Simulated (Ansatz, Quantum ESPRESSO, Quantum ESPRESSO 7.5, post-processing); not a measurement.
## LiCl(001): dielectric constant from slabs in a field

Wanted: electronic and ionic screening from finite-field slabs, the first being LiCl(001), 5 layers.

Method: plane-wave DFT, PBEsol, GBRV ultrasoft pseudopotentials (geometry by Ansatz 0.2.0 with PAW datasets; geometry under PBE), in Quantum ESPRESSO 7.5.

Most raw output is cut from this account.

### Step 1. The starting structure

The cell holds 10 atoms: 5 Li and 5 Cl. Its edges and angles: a = 3.642 Å, b = 3.642 Å, c = 26.300 Å, α = 90.0°, β = 90.0°, γ = 90.0°. It derives from LiCl. Vacuum lies along c.

As a file:

```cif
data_structure
_symmetry_space_group_name_H-M 'P 1'
_symmetry_Int_Tables_number 1
_cell_length_a 3.6416
_cell_length_b 3.6416
_cell_length_c 26.3000
_cell_angle_alpha 90.000
_cell_angle_beta 90.000
_cell_angle_gamma 90.000
_cell_volume 348.77
loop_
_atom_site_label
_atom_site_type_symbol
_atom_site_fract_x
_atom_site_fract_y
_atom_site_fract_z
_atom_site_occupancy
Li1 Li 0.00000 0.00000 0.30418 1
Cl2 Cl 0.50000 0.50000 0.30418 1
Li3 Li 0.50000 0.50000 0.40209 1
Cl4 Cl 0.00000 0.00000 0.40209 1
Li5 Li 0.00000 0.00000 0.50000 1
Cl6 Cl 0.50000 0.50000 0.50000 1
Li7 Li 0.50000 0.50000 0.59791 1
Cl8 Cl 0.00000 0.00000 0.59791 1
Li9 Li 0.00000 0.00000 0.69582 1
Cl10 Cl 0.50000 0.50000 0.69582 1
```

### Step 2. Geometry from Ansatz, 5 layers

A relaxation in Ansatz fixes the structure of this slab for the runs on it.

File input.yaml:

```yaml
crystal:
  lattice:
    - [3.6415999231, 0.0, 0.0]
    - [0.0, 3.6415999231, 0.0]
    - [0.0, 0.0, 26.3]
  atoms:
    - { symbol: Li, position: [0.0, 0.0, 0.3041825095] }
    - { symbol: Cl, position: [0.5, 0.5, 0.3041825095] }
    - { symbol: Li, position: [0.5, 0.5, 0.4020912548] }
    - { symbol: Cl, position: [0.0, 0.0, 0.4020912548] }
    - { symbol: Li, position: [0.0, 0.0, 0.5] }
    - { symbol: Cl, position: [0.5, 0.5, 0.5] }
    - { symbol: Li, position: [0.5, 0.5, 0.5979087452] }
    - { symbol: Cl, position: [0.0, 0.0, 0.5979087452] }
    - { symbol: Li, position: [0.0, 0.0, 0.6958174905] }
    - { symbol: Cl, position: [0.5, 0.5, 0.6958174905] }
kpoints:
  mp_grid: { grid: [6, 6, 1] }
hamiltonian:
  xc: pbe
scf:
  occupations: { method: fixed }
  convergence: { dr2_threshold: 1.0e-09 }
efield:
  axis: 3
  dipole_correction: true
  ramp_position: 0.97
  ramp_width: 0.04
relax:
  f_tol: 0.003
output:
  write_potential: true
  write_density: true
  volumetric_format: npy
```

Started as:

```console
ansatz run input.yaml --threads 8 --pin off --max-ram 16384MiB --backend cpu --events-out ev --progress --plain --runs-dir out
```

It took 6.9 s on 8 threads of Arm Neoverse V2, shared host; peak memory 0.76 GiB.

Relaxation path:

```tsv
step	energy less that of the first step (eV)	largest force component (eV/Å)
1	0.0000	0.3198
2	-0.0344	0.2305
3	-0.0604	0.0331
4	-0.0614	0.0204
5	-0.0617	0.0016
```

The atoms that moved most (Å):

```tsv
atom	dx	dy	dz	length
Li1	0.000	0.000	0.140	0.140
Li9	0.000	0.000	-0.140	0.140
Li7	0.000	0.000	0.059	0.059
Li3	0.000	0.000	-0.059	0.059
Cl2	0.000	0.000	-0.049	0.049
Cl10	0.000	0.000	0.049	0.049
Cl8	0.000	0.000	-0.007	0.007
Cl4	0.000	0.000	0.007	0.007
```

The relaxation lowers the energy by 6 meV an atom.

Read from the output:

* free energy: -6438.9646 eV
* gap by band count: 5.866 eV
* symmetry operations: 8
* dipole along the normal: -2.10e-9 e·Å
* valence top, on the run's zero: -2.835 eV
* vacuum level at the upper face over the valence top of the mesh: 7.097 eV
* vacuum level at the lower face over the valence top of the mesh: 7.097 eV

### Step 3. Ground state, 5 layers: no field

The slab without a field is the reference for all differences.

Level of this step: plane-wave DFT, PBEsol, GBRV ultrasoft pseudopotentials (Quantum ESPRESSO 7.5).

File n5.f0.in:

```
&control
  prefix = 'n5.f0'
  outdir = './out'
  pseudo_dir = './pseudo'
  calculation = 'scf'
  tprnfor = .true.
  tefield = .true.
  dipfield = .true.
/
&system
  ibrav = 0
  nat = 10
  ntyp = 2
  ecutwfc = 40
  ecutrho = 200
  occupations = 'fixed'
  edir = 3
  emaxpos = 0.97
  eopreg = 0.04
  eamp = 0.0
/
&electrons
  conv_thr = 1e-10
  mixing_beta = 0.5
  electron_maxstep = 120
/
ATOMIC_SPECIES
  Li  6.9400  li_pbesol_v1.4.uspp.F.UPF
  Cl  35.4500  cl_pbesol_v1.4.uspp.F.UPF
CELL_PARAMETERS angstrom
  3.64159992310000 0.00000000000000 0.00000000000000
  0.00000000000000 3.64159992310000 0.00000000000000
  0.00000000000000 0.00000000000000 26.30000000000000
ATOMIC_POSITIONS crystal
  Li  0.000000000000 0.000000000000 0.309494161019
  Cl  0.500000000000 0.500000000000 0.302332766169
  Li  0.500000000000 0.500000000000 0.399846372472
  Cl  -0.000000000000 0.000000000000 0.402359854742
  Li  -0.000000000000 0.000000000000 0.499999999836
  Cl  0.500000000000 0.500000000000 0.499999998092
  Li  0.500000000000 0.500000000000 0.600153628356
  Cl  -0.000000000000 0.000000000000 0.597640145242
  Li  0.000000000000 0.000000000000 0.690505840486
  Cl  0.500000000000 0.500000000000 0.697667233587
K_POINTS automatic
  6 6 1 0 0 0
```

Started as:

```console
OMP_NUM_THREADS=1 mpirun -n 8 pw.x -nk 2 -in n5.f0.in > n5.f0.out
```

Run time: 25 s. Hardware: 8 MPI ranks; peak memory 0.67 GiB; 3.3 min of CPU time.

Read from the output:

```
free energy                    : -3254.3883 eV
dipole along the normal        : 0 e·Å
valence top, on the run's zero : -2.882 eV
```

The run needed 12 iterations to bring the estimated error under 1e-10 Ry; the largest force on any atom, held or free, is 0.10 eV/Å.

### Step 4. Electrostatic potential, 5 layers

plot_num = 11 writes the bare and Hartree potential. It leaves out exchange and correlation, which fade slowly, so it flattens close to the surface.

File n5.f0.pot.in:

```
&inputpp
  prefix = 'n5.f0'
  outdir = './out'
  filplot = 'n5.f0.pot.dat'
  plot_num = 11
/
```

Started as:

```console
OMP_NUM_THREADS=1 mpirun -n 8 pp.x -in n5.f0.pot.in > n5.f0.pot.out
```

It took 0.97 s on 8 MPI ranks; peak memory 0.09 GiB.

This step gave:

* slope of the potential above: 4.10e-5 eV/Å
* upper vacuum line continued to the top atoms, over the valence top: 7.103 eV
* slope of the potential below: -9.27e-6 eV/Å
* lower vacuum line continued to the bottom atoms, over the valence top: 7.103 eV
* vacuum level at the upper face over the valence top of the mesh: 7.103 eV
* vacuum level at the lower face over the valence top of the mesh: 7.103 eV

The potential energy, planar mean oscillates, so the rows of the table below give means over windows of 2.57 Å about each position, cut where the curve ends. Its maxima inside the range that stand out by 2 % of the span (Å: eV): 9.2: 5.43, 11.8: 5.69, 14.5: 5.69, 17.1: 5.43. Its minima: 7.9: -9.70, 10.5: -9.84, 13.2: -9.71, 15.8: -9.84, 18.4: -9.70.

Electrostatic potential energy of an electron, with the sawtooth; zero at the highest filled level of the SCF mesh. The potential energy, planar mean by z; means over each step:

```tsv
z (Å)	potential energy, planar mean (eV)
1.28	7.10
3.85	7.10
6.42	5.11
8.99	-0.266
11.56	-0.244
14.13	-0.218
16.70	-0.344
19.27	1.55
21.84	7.10
24.41	7.10
```

The vacuum is flat to 0.1 meV/Å, so its level is well defined. Inside the slab the curve depends on the local part of the pseudopotentials; only the vacuum level has a meaning of its own.

### Step 5. Self-consistent run, 5 layers: field 0.1 V/Å

With the ions clamped, only the electrons screen the field of 0.1 V/Å.

n5.f1.in is the input of step 3 with these lines changed:

```diff
@@ -1,3 +1,3 @@
 &control
-  prefix = 'n5.f0'
+  prefix = 'n5.f1'
   outdir = './out'
@@ -19,3 +19,3 @@
   eopreg = 0.04
-  eamp = 0.0
+  eamp = 0.00194469
 /
```

Started as:

```console
OMP_NUM_THREADS=1 mpirun -n 8 pw.x -nk 2 -in n5.f1.in > n5.f1.out
```

Run time: 24 s. Hardware: 8 MPI ranks; peak memory 0.93 GiB.

Numbers from this step:

| Property | Result |
| --- | --- |
| free energy | -3254.3915 eV |
| dipole along the normal | 0.06500 e·Å |
| valence top, on the run's zero | -2.693 eV |

### Step 6. Electrostatic potential, 5 layers

File n5.f1.pot.in:

```
&inputpp
  prefix = 'n5.f1'
  outdir = './out'
  filplot = 'n5.f1.pot.dat'
  plot_num = 11
/
```

Started as:

```console
OMP_NUM_THREADS=1 mpirun -n 8 pp.x -in n5.f1.pot.in > n5.f1.pot.out
```

Run time: 0.94 s. Hardware: 8 MPI ranks; peak memory 0.11 GiB; 6.3 s of CPU time.

Numbers from this step:

```
slope of the potential above                                          : 0.1000 eV/Å
upper vacuum line continued to the top atoms, over the valence top    : 7.008 eV
slope of the potential below                                          : 0.09999 eV/Å
lower vacuum line continued to the bottom atoms, over the valence top : 6.856 eV
```

The slope in the vacuum is 0.100 eV/Å for an applied 0.10 V/Å, as it should be.

Each curve counts from the valence top of its own run.

The runs together. The potential energy by z:

```tsv
z (Å)	potential at 0.0 V/Å (eV)	potential at 0.1 V/Å (eV)
0.0	7.10	6.50
0.5	7.10	6.11
1.0	7.10	6.16
1.5	7.10	6.21
2.0	7.10	6.26
2.5	7.10	6.31
3.0	7.10	6.36
3.5	7.10	6.41
4.0	7.10	6.46
4.5	7.10	6.51
5.0	7.10	6.56
5.5	7.09	6.59
6.0	7.03	6.58
6.5	6.73	6.33
7.0	5.29	4.92
7.5	-1.45	-1.81
8.0	-9.50	-9.84
8.5	-0.827	-1.16
9.0	4.85	4.53
9.5	5.07	4.78
10.0	0.138	-0.134
10.5	-9.62	-9.88
11.0	-2.94	-3.19
11.5	4.64	4.41
12.0	5.54	5.33
12.5	1.80	1.62
13.0	-8.71	-8.88
13.5	-4.75	-4.91
14.0	4.08	3.93
14.5	5.68	5.55
15.0	2.82	2.72
15.5	-7.57	-7.66
16.0	-6.61	-6.69
16.5	3.11	3.05
17.0	5.42	5.38
17.5	3.49	3.47
18.0	-5.20	-5.21
18.5	-8.25	-8.24
19.0	2.39	2.40
19.5	6.14	6.18
20.0	6.91	6.98
20.5	7.06	7.18
21.0	7.09	7.27
21.5	7.10	7.32
22.0	7.10	7.37
22.5	7.10	7.42
23.0	7.10	7.47
23.5	7.10	7.52
24.0	7.10	7.57
24.5	7.10	7.62
25.0	7.10	7.67
25.5	7.10	7.70
26.0	7.10	6.96
```

### Step 7. Clamped-ion dielectric constant from the field inside the slab, 5 layers

Read from the output:

| Item | Value |
| --- | --- |
| change of slope in the vacuum | 0.10000 eV/Å |
| polarisability a cell | 9.360 Å³ |
| sheet polarisability 4πα/A | 8.869 Å |
| change of slope inside | 0.03331 eV/Å |
| dielectric constant | 3.002 |

Running mean over one layer period, set to zero at the slab's centre. Change of the potential energy, second field less first against z:

```tsv
z (Å)	change of the potential energy, second field less first (eV)
0.0	-0.176
0.5	-0.464
1.0	-0.670
1.5	-0.717
2.0	-0.669
2.5	-0.619
3.0	-0.569
3.5	-0.519
4.0	-0.469
4.5	-0.420
5.0	-0.370
5.5	-0.323
6.0	-0.278
6.5	-0.240
7.0	-0.210
7.5	-0.187
8.0	-0.168
8.5	-0.152
9.0	-0.136
9.5	-0.120
10.0	-0.103
10.5	-0.0867
11.0	-0.0699
11.5	-0.0531
12.0	-0.0363
12.5	-0.0196
13.0	-0.00304
13.5	0.0136
14.0	0.0302
14.5	0.0469
15.0	0.0637
15.5	0.0805
16.0	0.0973
16.5	0.114
17.0	0.130
17.5	0.146
18.0	0.162
18.5	0.179
19.0	0.199
19.5	0.225
20.0	0.259
20.5	0.300
21.0	0.346
21.5	0.395
22.0	0.444
22.5	0.494
23.0	0.544
23.5	0.594
24.0	0.644
24.5	0.668
25.0	0.549
25.5	0.286
26.0	-0.00254
```

ε = 0.1000 / 0.0333 = 3.00.

### Step 8. Relaxing the ions, 5 layers: ions relaxed in a field of 0.0 V/Å

For the ionic share, the slab is first relaxed tightly without a field, by the same code.

n5.r0.in is the input of step 5 with these lines changed:

```diff
@@ -1,9 +1,11 @@
 &control
-  prefix = 'n5.f1'
+  prefix = 'n5.r0'
   outdir = './out'
   pseudo_dir = './pseudo'
-  calculation = 'scf'
-  tprnfor = .true.
+  nstep = 30
+  forc_conv_thr = 5e-05
+  calculation = 'relax'
   tefield = .true.
   dipfield = .true.
+  etot_conv_thr = 1e-07
 /
@@ -19,3 +21,3 @@
   eopreg = 0.04
-  eamp = 0.00194469
+  eamp = 0.0
 /
@@ -25,2 +27,4 @@
   electron_maxstep = 120
+/
+&ions
 /
```

Started as:

```console
OMP_NUM_THREADS=1 mpirun -n 8 pw.x -nk 2 -in n5.r0.in > n5.r0.out
```

Run time: 7.2 min. Hardware: 8 MPI ranks; peak memory 0.96 GiB; 58 min of CPU time.

The steps of the relaxation (22 of 27):

```tsv
step	energy less that of the first step (eV)	largest force (eV/Å)
1	0.0000	0.1046
2	-0.0005	0.0997
3	-0.0010	0.0944
5	-0.0027	0.0753
6	-0.0040	0.0587
7	-0.0056	0.0504
8	-0.0072	0.0605
10	-0.0087	0.0673
11	-0.0096	0.0627
12	-0.0110	0.0569
13	-0.0130	0.0570
15	-0.0176	0.0577
16	-0.0179	0.0484
17	-0.0183	0.0383
18	-0.0187	0.0270
20	-0.0189	0.0170
21	-0.0190	0.0187
22	-0.0191	0.0181
23	-0.0191	0.0149
25	-0.0192	0.0036
26	-0.0192	0.0011
27	-0.0192	0.0002
```

The atoms that moved most (Å):

```tsv
atom	dx	dy	dz	length
Cl2	0.000	0.000	0.141	0.141
Cl10	0.000	0.000	-0.141	0.141
Li1	0.000	0.000	0.121	0.121
Li9	0.000	0.000	-0.121	0.121
Li7	0.000	0.000	-0.084	0.084
Li3	0.000	0.000	0.084	0.084
Cl8	0.000	0.000	-0.077	0.077
Cl4	0.000	0.000	0.077	0.077
```

The relaxed structure:

```
CELL_PARAMETERS angstrom
3.64160 0.00000 0.00000
0.00000 3.64160 0.00000
0.00000 0.00000 26.30000
ATOMIC_POSITIONS crystal
Li 0.00000 0.00000 0.31409
Cl 0.50000 0.50000 0.30770
Li 0.50000 0.50000 0.40305
Cl 0.00000 0.00000 0.40528
Li 0.00000 0.00000 0.50000
Cl 0.50000 0.50000 0.50000
Li 0.50000 0.50000 0.59695
Cl 0.00000 0.00000 0.59472
Li 0.00000 0.00000 0.68591
Cl 0.50000 0.50000 0.69230
```

The relaxation lowers the energy by 2 meV an atom.

This step gave:

* free energy: -3254.4075 eV
* dipole along the normal: 0 e·Å
* valence top, on the run's zero: -2.845 eV

### Step 9. Potential by pp.x, 5 layers

File n5.r0.pot.in:

```
&inputpp
  prefix = 'n5.r0'
  outdir = './out'
  filplot = 'n5.r0.pot.dat'
  plot_num = 11
/
```

Started as:

```console
OMP_NUM_THREADS=1 mpirun -n 8 pp.x -in n5.r0.pot.in > n5.r0.pot.out
```

Run time: 0.95 s. Hardware: 8 MPI ranks; peak memory 0.11 GiB; 6.3 s of CPU time.

Numbers from this step:

| Quantity | Value |
| --- | --- |
| slope of the potential above | 1.17e-5 eV/Å |
| upper vacuum line continued to the top atoms, over the valence top | 7.023 eV |
| slope of the potential below | -2.27e-5 eV/Å |
| lower vacuum line continued to the bottom atoms, over the valence top | 7.023 eV |
| vacuum level at the upper face over the valence top of the mesh | 7.023 eV |
| vacuum level at the lower face over the valence top of the mesh | 7.023 eV |

### Step 10. Relaxing the ions, 5 layers: ions relaxed in a field of 0.1 V/Å

Then it is relaxed in the field: cations and anions move against each other.

n5.r1.in is the input of step 8 with these lines changed:

```diff
@@ -1,3 +1,3 @@
 &control
-  prefix = 'n5.r0'
+  prefix = 'n5.r1'
   outdir = './out'
@@ -21,3 +21,3 @@
   eopreg = 0.04
-  eamp = 0.0
+  eamp = 0.00194469
 /
```

Started as:

```console
OMP_NUM_THREADS=1 mpirun -n 8 pw.x -nk 2 -in n5.r1.in > n5.r1.out
```

Wall time 7.3 min (8 MPI ranks); peak memory 0.96 GiB; 59 min of CPU time.

Numbers from this step:

* free energy: -3254.4118 eV
* dipole along the normal: 0.08538 e·Å
* valence top, on the run's zero: -2.824 eV

Against the field-free geometry the cations move by +0.0057 Å and the anions by -0.0057 Å along the field, on average.

### Step 11. Electrostatic potential, 5 layers

File n5.r1.pot.in:

```
&inputpp
  prefix = 'n5.r1'
  outdir = './out'
  filplot = 'n5.r1.pot.dat'
  plot_num = 11
/
```

Started as:

```console
OMP_NUM_THREADS=1 mpirun -n 8 pp.x -in n5.r1.pot.in > n5.r1.pot.out
```

The job ended after 0.93 s (8 MPI ranks; peak memory 0.11 GiB; 6.3 s of CPU time).

Numbers from this step:

* slope of the potential above: 0.1000 eV/Å
* upper vacuum line continued to the top atoms, over the valence top: 6.940 eV
* slope of the potential below: 0.09997 eV/Å
* lower vacuum line continued to the bottom atoms, over the valence top: 7.093 eV

The slope in the vacuum is 0.100 eV/Å for an applied 0.10 V/Å, as it should be.

### Step 12. Relaxed-ion response of the slab in a field, 5 layers

This step gave:

| Property | Result |
| --- | --- |
| polarisability a cell | 12.29 Å³ |
| sheet polarisability 4πα/A | 11.65 Å |
| change of slope inside | 0.01718 eV/Å |
| dielectric constant | 5.821 |

Running mean over one layer period, set to zero at the slab's centre. The change of the potential energy, second field less first by z:

```tsv
z (Å)	change of the potential energy, second field less first (eV)
0	-0.148
1	-0.548
2	-0.531
3	-0.431
4	-0.331
5	-0.232
6	-0.146
7	-0.112
8	-0.0499
9	-0.0241
10	-0.0296
11	-0.0259
12	-0.0208
13	-0.00223
14	0.0129
15	0.0246
16	0.0298
17	0.0200
18	0.0441
19	0.0750
20	0.131
21	0.206
22	0.304
23	0.404
24	0.504
25	0.440
26	-0.00766
```

With free ions the inner slope is small and wavy, so this ratio hangs on the window of the fit and is not taken as the result.

ε = 0.1000 / 0.0172 = 5.82.

### Step 13. Geometry from Ansatz, 9 layers

Level of this step: plane-wave DFT, PBE, Ansatz PAW (Ansatz 0.2.0).

System of this step: LiCl(001), 9 layers. The cell holds 18 atoms: 9 Li and 9 Cl. Cell: a = 3.642 Å, b = 3.642 Å, c = 36.600 Å, α = 90.0°, β = 90.0°, γ = 90.0°. It derives from LiCl. Vacuum lies along c.

input.yaml, the sections that differ from step 2:

```yaml
crystal:
  lattice:
    - [3.6415999231, 0.0, 0.0]
    - [0.0, 3.6415999231, 0.0]
    - [0.0, 0.0, 36.6]
  atoms:
    - { symbol: Li, position: [0.0, 0.0, 0.218579235] }
    - { symbol: Cl, position: [0.5, 0.5, 0.218579235] }
    - { symbol: Li, position: [0.5, 0.5, 0.2889344262] }
    - { symbol: Cl, position: [0.0, 0.0, 0.2889344262] }
    - { symbol: Li, position: [0.0, 0.0, 0.3592896175] }
    - { symbol: Cl, position: [0.5, 0.5, 0.3592896175] }
    - { symbol: Li, position: [0.5, 0.5, 0.4296448087] }
    - { symbol: Cl, position: [0.0, 0.0, 0.4296448087] }
    - { symbol: Li, position: [0.0, 0.0, 0.5] }
    - { symbol: Cl, position: [0.5, 0.5, 0.5] }
    - { symbol: Li, position: [0.5, 0.5, 0.5703551913] }
    - { symbol: Cl, position: [0.0, 0.0, 0.5703551913] }
    - { symbol: Li, position: [0.0, 0.0, 0.6407103825] }
    - { symbol: Cl, position: [0.5, 0.5, 0.6407103825] }
    - { symbol: Li, position: [0.5, 0.5, 0.7110655738] }
    - { symbol: Cl, position: [0.0, 0.0, 0.7110655738] }
    - { symbol: Li, position: [0.0, 0.0, 0.781420765] }
    - { symbol: Cl, position: [0.5, 0.5, 0.781420765] }
# kpoints, hamiltonian, scf, efield, relax, output: as in step 2
```

Started as:

```console
ansatz run input.yaml --threads 8 --pin off --max-ram 16384MiB --backend cpu --events-out ev --progress --plain --runs-dir out
```

The job ended after 15 s (8 threads; peak memory 1.4 GiB; 1.9 min of CPU time).

Step by step:

```tsv
step	energy less that of the first step (eV)	largest force component (eV/Å)
1	0.0000	0.3198
2	-0.0258	0.2490
3	-0.0613	0.0255
4	-0.0624	0.0138
5	-0.0626	0.0013
```

Forces are held to the 8 operations that the run works with; a distortion that breaks them can't arise in this run.

The atoms that moved most (Å):

```tsv
atom	dx	dy	dz	length
Li1	0.000	0.000	0.139	0.139
Li17	0.000	0.000	-0.139	0.139
Li15	0.000	0.000	0.068	0.068
Li3	0.000	0.000	-0.068	0.068
Cl2	0.000	0.000	-0.052	0.052
Cl18	0.000	0.000	0.052	0.052
Li5	0.000	0.000	0.017	0.017
Li13	0.000	0.000	-0.017	0.017
```

The relaxation lowers the energy by 3 meV an atom.

Numbers from this step:

- free energy: -11590.3009 eV
- gap by band count: 5.905 eV
- dipole along the normal: 5.26e-7 e·Å
- valence top, on the run's zero: -1.591 eV
- vacuum level at the upper face over the valence top of the mesh: 7.101 eV
- vacuum level at the lower face over the valence top of the mesh: 7.101 eV

### Step 14. Self-consistent run, 9 layers: no field

Level of this step: plane-wave DFT, PBEsol, GBRV ultrasoft pseudopotentials (Quantum ESPRESSO 7.5).

File n9.f0.in:

```
&control
  prefix = 'n9.f0'
  outdir = './out'
  pseudo_dir = './pseudo'
  calculation = 'scf'
  tprnfor = .true.
  tefield = .true.
  dipfield = .true.
/
&system
  ibrav = 0
  nat = 18
  ntyp = 2
  ecutwfc = 40
  ecutrho = 200
  occupations = 'fixed'
  edir = 3
  emaxpos = 0.97
  eopreg = 0.04
  eamp = 0.0
/
&electrons
  conv_thr = 1e-10
  mixing_beta = 0.5
  electron_maxstep = 120
/
ATOMIC_SPECIES
  Li  6.9400  li_pbesol_v1.4.uspp.F.UPF
  Cl  35.4500  cl_pbesol_v1.4.uspp.F.UPF
CELL_PARAMETERS angstrom
  3.64159992310000 0.00000000000000 0.00000000000000
  0.00000000000000 3.64159992310000 0.00000000000000
  0.00000000000000 0.00000000000000 36.60000000000000
ATOMIC_POSITIONS crystal
  Li  -0.000000000000 0.000000000000 0.222366336929
  Cl  0.500000000000 0.500000000000 0.217152127901
  Li  0.500000000000 0.500000000000 0.287085847885
  Cl  -0.000000000000 0.000000000000 0.289094650081
  Li  0.000000000000 0.000000000000 0.359760841791
  Cl  0.500000000000 0.500000000000 0.359162568109
  Li  0.500000000000 0.500000000000 0.429469899263
  Cl  0.000000000000 0.000000000000 0.429650570830
  Li  -0.000000000000 0.000000000000 0.500000004018
  Cl  0.500000000000 0.500000000000 0.499999994894
  Li  0.500000000000 0.500000000000 0.570530105603
  Cl  -0.000000000000 0.000000000000 0.570349424630
  Li  -0.000000000000 0.000000000000 0.640239162523
  Cl  0.500000000000 0.500000000000 0.640837432772
  Li  0.500000000000 0.500000000000 0.712914154907
  Cl  -0.000000000000 0.000000000000 0.710905346043
  Li  -0.000000000000 0.000000000000 0.777633663812
  Cl  0.500000000000 0.500000000000 0.782847868009
K_POINTS automatic
  6 6 1 0 0 0
```

Started as:

```console
OMP_NUM_THREADS=1 mpirun -n 8 pw.x -nk 2 -in n9.f0.in > n9.f0.out
```

It took 74 s on 8 MPI ranks; peak memory 0.95 GiB; 9.9 min of CPU time.

Numbers from this step:

| Quantity | Value |
| --- | --- |
| free energy | -5858.1507 eV |
| dipole along the normal | 0 e·Å |
| valence top, on the run's zero | -1.647 eV |

### Step 15. Electrostatic potential, 9 layers

File n9.f0.pot.in:

```
&inputpp
  prefix = 'n9.f0'
  outdir = './out'
  filplot = 'n9.f0.pot.dat'
  plot_num = 11
/
```

Started as:

```console
OMP_NUM_THREADS=1 mpirun -n 8 pp.x -in n9.f0.pot.in > n9.f0.pot.out
```

Wall time 1 s (8 MPI ranks); peak memory 0.11 GiB; 6.9 s of CPU time.

This step gave:

* slope of the potential above: 5.12e-5 eV/Å
* upper vacuum line continued to the top atoms, over the valence top: 7.103 eV
* slope of the potential below: -2.39e-5 eV/Å
* lower vacuum line continued to the bottom atoms, over the valence top: 7.103 eV
* vacuum level at the upper face over the valence top of the mesh: 7.103 eV
* vacuum level at the lower face over the valence top of the mesh: 7.103 eV

(Continued in part 2 of 2.)

[Logs are printed without paths, hosts, clocks, repeated set-up lines and the standing remarks that a program may print on its own settings, such as how far it seeks lower states.]

[Hosts, paths, dates, database ids (printed as entryN), source tags and the programs' standing remarks are cut or masked in the printed files.]

[Maps of the electrostatic potential energy from Ansatz leave out the sawtooth potential of an applied field or a dipole correction, so their vacuum need not be flat; planar profiles and work functions include it.]
